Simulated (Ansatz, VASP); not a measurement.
# Se: VASP beside Ansatz

File INCAR:

```
SYSTEM = Se
ALGO = Normal
EDIFF = 1E-7
ENCUT = 520
GGA = PE
ISIF = 2
ISMEAR = -1
LASPH = .True.
LCHARG = .False.
LREAL = .False.
LWAVE = .False.
NBANDS = 9
NELM = 60
PREC = Accurate
SIGMA = 0.05
```

KPOINTS

```
k-points
0
Gamma
  9 9 9
  0 0 0
```

Contents of POSCAR:

```
Se
1.0
    2.8475483537      0.0000000000      0.0000000000
    0.0000000000      2.8475483537      0.0000000000
    0.0000000000      0.0000000000      2.8475483537
Se
1
Direct
    0.0000000000      0.0000000000      0.0000000000
```

The input input.yaml:

```yaml
crystal:
  lattice:
    - [2.8475483537, 0.0, 0.0]
    - [0.0, 2.8475483537, 0.0]
    - [0.0, 0.0, 2.8475483537]
  atoms:
    - { symbol: Se, position: [0.0, 0.0, 0.0] }
hamiltonian:
  xc: pbe
  pseudopotentials: { kind: paw }
kpoints:
  mp_grid: { grid: [9, 9, 9] }
scf:
  occupations: { method: fermi_dirac, width: 0.05 }
output:
  forces: true
  stress: true
  eigenvalues: true
```

Change from the starting cell: volume scaled by 1.04.

Alike in both runs: task single point; functional PBE; k mesh 9 × 9 × 9; occupations fermi-dirac, width 0.05 eV; no spin polarisation.

|  | VASP | Ansatz |
| --- | --- | --- |
| version | VASP 6.6.1 | Ansatz 0.2.0 |
| potentials or method | VASP PAW PBE potentials, release 64 (Se) | Ansatz PAW |
| plane-wave cutoff (eV) | 520 | 420 |
| valence electrons in the cell | 6 | 16 |

```csv
,VASP,Ansatz,Ansatz less VASP
gap on the k mesh at the Fermi level (eV),none,none,-
pressure (GPa),-0.8,-0.8,-0.02
```

A gap of «none» marks a metal or a gap that the smearing closes. With one functional, cell and mesh, what is left measures potentials, basis and numerics. The two sets of potentials don't hold the same shells in valence.
